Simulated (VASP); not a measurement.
SiNi, 8 atoms in the cell. Symmetry: Pnma, No. 62, orthorhombic system. Conventional cell: a = 5.173 Å, b = 3.338 Å, c = 5.605 Å, α = 90.00°, β = 90.00°, γ = 90.00°. Around Ni (site symmetry m) lie 6 Si at 2.28 to 2.40 Å. Around Si (site symmetry m) lie 6 Ni at 2.28 to 2.40 Å. 

```yaml
Program: VASP 6.6.1
Task: core levels
Functional: PBE
Potentials_or_basis: VASP PAW PBE potentials, release 64 (Ni, Si)
Cutoff: 520 eV
k_mesh: 4 × 6 × 4
Occupations: gaussian, width 0.02 eV
Spin: collinear spin, ferromagnetic start
Starting_moments: "[1.0, 1.0, 1.0, 1.0, 0.0, 0.0, 0.0, 0.0] μB"
Further_INCAR_settings: ALGO = Normal; EDIFF = 1e-06
```

Potentials or basis: VASP PAW PBE potentials, release 64 (Ni, Si).

Command:

```sh
$ cat potpaw_PBE.64/Ni/POTCAR potpaw_PBE.64/Si/POTCAR > POTCAR
$ mpirun -np 1 vasp_std > vasp.out
```

Hardware: 1 thread of AMD EPYC 7R43 64-Core Processor (Zen 3), on a shared host.

Problem. How long does it take, and how much memory?

Solution. Wall time 4.8 min on 1 thread of AMD EPYC 7R43 64-Core Processor (Zen 3) (shared host), peak memory 0.31 GiB. Counts: scf iterations 16, k points 36.
